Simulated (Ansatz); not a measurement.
# Ti (fcc type): the cost of one run

Program: Ansatz 0.2.0. Level of theory: DFT PBE, with the methods named in each step. These are calculated values, not measurements.

This is Ti in the fcc structure; at room conditions it is hcp.

**1. The system as given**

The structure is cubic, space group Fm-3m (No. 225). Conventional cell: a = 4.114 Å, b = 4.114 Å, c = 4.114 Å, α = 90.00°, β = 90.00°, γ = 90.00°. Around Ti (site symmetry m-3m) lie 12 Ti at 2.91 Å.

As a file:

```
CELL_PARAMETERS angstrom
0.00000 2.05698 2.05698
2.05698 0.00000 2.05698
2.05698 2.05698 0.00000
ATOMIC_POSITIONS crystal
Ti 0.00000 0.00000 0.00000
```

Whether this phase is the stable one at these pressures isn't tested.

**2. The reference volume, LAPW**

Input file input.yaml:

```yaml
crystal:
  lattice:
    - [0.0, 2.0569818663, 2.0569818663]
    - [2.0569818663, 0.0, 2.0569818663]
    - [2.0569818663, 2.0569818663, 0.0]
  atoms:
    - { symbol: Ti, position: [0.0, 0.0, 0.0] }
kpoints:
  mp_grid: { grid: [18, 18, 18] }
  band_path:
    path:
      - [0.0, 0.0, 0.0]
      - [0.5, 0.0, 0.5]
      - [0.625, 0.25, 0.625]
      - [0.375, 0.375, 0.75]
      - [0.0, 0.0, 0.0]
      - [0.5, 0.5, 0.5]
      - [0.5, 0.25, 0.75]
      - [0.5, 0.0, 0.5]
    npoints: 14
scf:
  occupations: { method: fermi_dirac, width: 0.08 }
hamiltonian:
  xc: pbe
  pseudopotentials: { kind: all_electron, lapw: { basis_error: 0.001 } }
output:
  forces: true
  stress: true
  eigenvalues: true
  populations: true
  dos: { projected: true, de: 0.2, e_range: [-14, 8] }
```

Command:

```bash
ansatz run input.yaml --threads 1 --pin off --max-ram 2048MiB --backend cpu --events-out ev --progress --plain --runs-dir out
```

What time and memory should one allow on 1 thread of Intel Xeon 6975P-C (Granite Rapids), shared host?

About 6 s, with a peak of 0.35 GiB.
